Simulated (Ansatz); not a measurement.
# HfN (P6_3/mmc) in Ansatz: further runs

The runs below take HfN through density of states, phonons, with PBEsol.

All numbers are computed with Ansatz 0.2.0; they aren't measurements. Logs are shortened: lines on timing, memory, paths and dates and some standing lists are left out, and cuts for length are marked.

### Step 1. Starting point

Symmetry: P6_3/mmc, No. 194, hexagonal system. Conventional cell: a = 3.134 Å, b = 3.134 Å, c = 5.417 Å, α = 90.00°, β = 90.00°, γ = 120.00°. Hf (site symmetry -6m2) has 6 N at 2.26 Å as nearest neighbours. Around N (site symmetry -3m) lie 6 Hf at 2.26 Å.

The cell comes from a database or a generator and needn't be the stable form of this composition.

### Step 2. Density of states, PBEsol

input.yaml

```yaml
crystal:
  lattice:
    - [3.1339080219, 0.0, 0.0]
    - [-1.566954011, 2.7140439601, 0.0]
    - [0.0, 0.0, 5.41676772]
  atoms:
    - { symbol: Hf, position: [0.3333333333, 0.6666666667, 0.25] }
    - { symbol: Hf, position: [0.6666666667, 0.3333333333, 0.75] }
    - { symbol: "N", position: [0.0, 0.0, 0.5] }
    - { symbol: "N", position: [0.0, 0.0, 0.0] }
kpoints:
  mp_grid: { grid: [10, 10, 5] }
scf:
  occupations: { method: fermi_dirac, width: 0.05 }
hamiltonian:
  xc: pbesol
  pseudopotentials: { kind: all_electron, datasets: crystal }
output:
  forces: true
  stress: true
  eigenvalues: true
  dos: { projected: false, de: 0.1, e_range: [-10, 8] }
  elf: true
  volumetric_format: npy
```

Potentials or basis: all-electron PAW datasets made for the crystal.

Command:

```bash
$ ansatz run input.yaml --threads 2 --pin off --max-ram 8192MiB --backend cpu --events-out ev --progress --plain --runs-dir out
```

What it wrote:

```text
Warning: RAYON_NUM_THREADS=2 ignored (pool sized by the plan → 2); use --threads N
hamiltonian.pseudopotentials.datasets: crystal makes datasets for this crystal and solves the spheres of its atoms anew in each pass: cutoff 420.0 eV, the density's 1680.0 eV; for an error of 0.50 meV an atom under PBE, 2.0 meV for the cell; an energy difference from a run of another recipe may be off by several times the error for the cell, under r2SCAN by more, where some 0.1 meV an atom stays at smaller errors; N in spheres of 0.926 Å, 5 of its electrons in bands; Hf in spheres of 1.328 Å, 26 of its electrons in bands
band count auto-derived: 43 (N_el = 62.0; filled up to band 31; 38 by the electrons, moments and atoms)
Engine: ansatz 0.2.0, aarch64-unknown-linux-gnu
Pseudopotentials: kind: all_electron
Pseudopotential: Hf, paw, valence charge 26, recommended cutoff 420 eV (normal), crystal/all_electron/pbesol/scalar/gaussian/Hf, Koelling and Harmon's equation, gaussian nucleus
Pseudopotential: N, paw, valence charge 5, recommended cutoff 420 eV (normal), crystal/all_electron/pbesol/scalar/gaussian/N, Koelling and Harmon's equation, gaussian nucleus
Functional definition: PBEsol
  exchange = pbesol_x
  correlation = pbesol_c
Crystal: 4 atoms, lattice volume = 46.073 Å³
Basis set: ecut = 420 eV, 895 PW (Γ), exchange–correlation on 48×48×80 points (8 copies of the dense FFT grid, shifted against one another)
Bands: 43, of which v1, the nominal top of the filled ones, is band 31 counted from 1 (30 counted from 0)
Symmetry: 24 space group operations
Space group: P63/mmc (ITA 194), of the structure as read, at distance tolerance 3.6e-5 Å
k-points: 42 of 500
Non-local potential: Hf, projectors of the file, l = 0: 2, l = 1: 2, l = 2: 1, l = 3: 2
Non-local potential: N, projectors of the file, l = 0: 1, l = 1: 2
PAW form: soft (Blöchl's): semilocal exchange-correlation on the pseudo side does not see the compensation charge
PAW one-centre angular grid: Hf, 590 points (default); XC on its mesh's 1813 points in the sphere
PAW one-centre angular grid: N, 110 points (default); XC on its mesh's 1931 points in the sphere
Initial density: superposition of atomic densities (neutral atoms: chi_scale 0, normalization atom)
Initial wavefunctions: pseudopotential atomic-orbital guess
Functional: x = pbesol(κ = 0.804, μ = 0.12345679012345678), c = pbesol(β = 0.046)
iter 1 solved again at ethr=2.30e-2 eV; its pass at ethr=1.00e-1 eV (dr2=1.42e1 eV) is discarded
SCF iter   1: F=—  HF=-823233.836310 eV  |F-HF|=—  |Δ(HF+E_count)|=         —  Δρ=1.53e-1  dr2=1.36e1  ethr=2.30e-2  ⟨swp⟩=2.0  Hψ=8609  notcnv=0
preconditioner: auto → Kerker (q_TF=auto, 2.867 Å⁻¹)  [metal: Δε(μ)=0.009 eV  Ē_g=19.869 eV  σ=0.050 eV  W_gap=0.04  n_scr=22 (ndim 8)  ℏωp=41.7 eV  f_vac=0.000  D(μ)=1.54/eV (n_scr^D=10)]
SCF iter   2: F=—  HF=-823230.980673 eV  |F-HF|=—  |Δ(HF+E_count)|=    2.86e0  Δρ=5.13e-2  dr2=1.77e0  ethr=2.19e-2  ⟨swp⟩=3.0  Hψ=3770  notcnv=0
SCF iter   3: F=—  HF=-823230.496069 eV  |F-HF|=—  |Δ(HF+E_count)|=   4.85e-1  Δρ=2.61e-2  dr2=2.12e-1  ethr=2.86e-3  ⟨swp⟩=3.1  Hψ=4093  notcnv=0
SCF iter   4: F=—  HF=-823230.477218 eV  |F-HF|=—  |Δ(HF+E_count)|=   1.89e-2  Δρ=1.36e-2  dr2=4.47e-2  ethr=3.42e-4  ⟨swp⟩=3.0  Hψ=4387  notcnv=0
SCF iter   5: F=—  HF=-823230.474596 eV  |F-HF|=—  |Δ(HF+E_count)|=   2.62e-3  Δρ=3.61e-3  dr2=4.68e-3  ethr=7.21e-5  ⟨swp⟩=3.0  Hψ=3762  notcnv=0
iter 6 solved again at ethr=5.94e-7 eV; its pass at ethr=7.54e-6 eV (dr2=3.68e-4 eV) is discarded
SCF iter   6: F=—  HF=-823230.475143 eV  |F-HF|=—  |Δ(HF+E_count)|=   5.48e-4  Δρ=8.32e-4  dr2=3.67e-4  ethr=5.94e-7  ⟨swp⟩=2.0  Hψ=7669  notcnv=0
SCF iter   7: F=—  HF=-823230.475047 eV  |F-HF|=—  |Δ(HF+E_count)|=   9.65e-5  Δρ=3.08e-4  dr2=5.28e-5  ethr=5.92e-7  ⟨swp⟩=2.9  Hψ=3171  notcnv=0
SCF iter   8: F=—  HF=-823230.474911 eV  |F-HF|=—  |Δ(HF+E_count)|=   1.36e-4  Δρ=8.39e-5  dr2=4.31e-6  ethr=8.52e-8  ⟨swp⟩=3.0  Hψ=3199  notcnv=0
SCF iter   9: F=—  HF=-823230.474908 eV  |F-HF|=—  |Δ(HF+E_count)|=   2.94e-6  Δρ=2.28e-5  dr2=2.79e-7  ethr=6.95e-9  ⟨swp⟩=3.0  Hψ=3495  notcnv=0
SCF iter  10: F=-823230.474908 eV  HF=-823230.474908 eV  |F-HF|=3.26e-8  |Δ(HF+E_count)|=   6.01e-8  Δρ=7.51e-6  dr2=3.09e-8  ethr=4.50e-10  ⟨swp⟩=3.0  Hψ=3462  notcnv=0
SCF 1 converged in 10 iterations: F = -823230.474909 eV  dr2 = 3.09e-8
  Residual-converged pass: ⟨swp⟩=2.8  Hψ=3171  notcnv=0  max |occ|·‖R‖ = 6.7e-6 eV (tolerance 6.7e-6 eV)  dr2=3.07e-8  dr2_onsite=1.69e-8  max |Δocc| = 3.0e-10
SCF converged after 10 iterations
Free energy (F): -823230.474909 eV
Harris-Foulkes:  -823230.474909 eV  (|F-HF|=3.26e-8)
Internal energy: -823230.462447 eV  (E = F + TS)
E sigma→0 (E₀):  -823230.468678 eV
Entropy (-TS):   -0.012462 eV (-3.116 meV/atom)
Past the cutoff: the bands carry plane waves up to 1.75 times it, of which those up to 1.5 times it add -0.000315 eV an atom, each by itself; the spheres take 0.000202 eV an atom off the energy for waves past 1.75 times it
By the cutoff:   a pressure is off by up to 0.007 GPa (1.2 times the spheres' own share and the shells' term, over an atom's volume, and 0.004 GPa: a bound that held against runs at twice the plane waves)
Past the cutoffs: a stress includes 0.0016 GPa for waves and charges beyond them, in addition to the slope of what the spheres take
In the spheres:  the bands' charges fall short by 7.2e-7 e at most (sound up to 1e-3)
Fermi energy:    23.695287 eV
--- Per-component energies (eV) ---
  E_band       = 377.556995
  E_kinetic    = 776.787367
  E_local      = -7666.412075  (includes V_loc(G=0)·N_el)
  E_nonlocal   = -3847.872378
  E_hartree    = 3999.576527
  E_xc         = -303.104368
  E_vxc        = -396.199047  (∫ρ·V_xc dr)
  E_paw        = -838254.099665  (= ΣΔE_a)
  E_vpaw       = -29697.973781  (= ΣTr[D̂ρ^β])
  E_ewald      = -11145.426019
  E_smearing   = -0.012462  (= −TS)
  E_closure    = 33210.088164  (closes the sum)
  Σ components = -823230.474909   (vs F -823230.474909, Δ=0.00e0)
  The terms above E_closure are by the made datasets' own strengths, without shells solved beside the bands.
--- Forces (eV/Å), atoms counted from 1 ---
  atom   1  Hf     0.00000000     0.00000000     0.00000000
  atom   2  Hf    -0.00000000    -0.00000000     0.00000000
  atom   3  N      0.00000000     0.00000000     0.00000000
  atom   4  N      0.00000000     0.00000000     0.00000000
  max |Σ_I F_I| component: 9.25e-18 eV/Å
--- Stress (GPa, compression-positive) ---
       -2.130776       0.000000       0.000000
       -0.000000      -2.130776       0.000000
        0.000000       0.000000      -3.003767
  P = ⅓ Tr σ = -2.4218 GPa (-24.218 kbar)
--- Band table (eV; the first three rows and the last of 42) ---
  k-point 0: bands = ["-38.6396", "-38.5912", "-8.0127", "-7.1394", "-7.0426", "-7.0426", "-6.9810", "-6.9810", "6.5219", "9.4169", "11.4047", "11.4081", "11.4187", "11.4187", "11.4663", "11.4791", "11.4791", "11.4808", "11.4808", "11.5008", "11.5008", "11.5501", "11.5520", "11.5909", "15.0127", "18.8951", "18.8951", "20.1194", "20.1194", "21.9574", "22.9787", "24.3214", "24.3214", "24.7287", "25.4453", "25.4453", "25.7130", "29.2427", "29.2427"]
  k-point 1: bands = ["-38.6350", "-38.5958", "-7.9358", "-7.2302", "-7.0367", "-7.0367", "-6.9869", "-6.9869", "6.7489", "9.0470", "11.4131", "11.4157", "11.4195", "11.4195", "11.4629", "11.4629", "11.4675", "11.4883", "11.4883", "11.5100", "11.5100", "11.5503", "11.5511", "11.5518", "15.5585", "18.9416", "18.9416", "19.8884", "19.8884", "20.4985", "24.0026", "24.8128", "24.8128", "25.2242", "25.7574", "25.8025", "25.8025", "28.7811", "28.7811"]
  k-point 2: bands = ["-38.6229", "-38.6079", "-7.7287", "-7.4597", "-7.0214", "-7.0214", "-7.0023", "-7.0023", "7.3705", "8.2252", "11.4257", "11.4257", "11.4258", "11.4299", "11.4410", "11.4410", "11.4723", "11.4964", "11.5032", "11.5032", "11.5129", "11.5129", "11.5508", "11.5514", "16.8847", "18.6064", "19.1154", "19.1154", "19.4557", "19.4557", "25.0353", "25.7066", "25.9466", "25.9466", "26.1575", "26.6214", "26.6214", "27.3421", "27.8374"]
  k-point 41: bands = ["-38.5590", "-38.5572", "-7.7492", "-7.7196", "-7.5856", "-7.5363", "-7.2465", "-7.2226", "8.5206", "8.6390", "11.4542", "11.4543", "11.4641", "11.4657", "11.4691", "11.4782", "11.4789", "11.4865", "11.4903", "11.4958", "11.5146", "11.5178", "11.5527", "11.5883", "16.4448", "16.6087", "18.2456", "18.9984", "19.1259", "19.2741", "23.7146", "24.2538", "26.7302", "27.1296", "29.1965", "29.4741", "29.5367", "29.5977", "30.3558"]
```

Run time: 14 s. Hardware: 2 threads of Arm Neoverse V1, shared host; peak memory 0.77 GiB.

Results:

| Property | Result |
| --- | --- |
| Free energy | -823230.4749 eV |
| Pressure | -2.4 GPa |
| Band gap on the k mesh | none (metal or under the smearing width) |

States per cell in windows of 0.5 eV (zero at the Fermi level; states under -8 eV left out):
```tsv
from (eV)	total
-8.0	0.34
-7.5	0.93
-7.0	0.75
-6.5	1.49
-6.0	1.60
-5.5	1.36
-5.0	1.64
-4.5	2.00
-4.0	0.97
-3.5	0.49
-3.0	0.30
-2.5	0.21
-2.0	0.44
-1.5	0.49
-1.0	0.61
-0.5	0.23
0.0	0.59
0.5	0.75
1.0	0.57
1.5	0.39
2.0	0.45
2.5	1.04
3.0	1.51
3.5	1.47
4.0	1.55
4.5	1.73
5.0	2.41
5.5	1.92
6.0	1.56
6.5	1.17
7.0	1.38
7.5	0.55
```

Caveat: the program warned that the printed levels may be off, so bands, gaps and densities of states are rough. Spin-orbit coupling is left out, which matters for the levels of Hf.

[end of part 1 of 2]
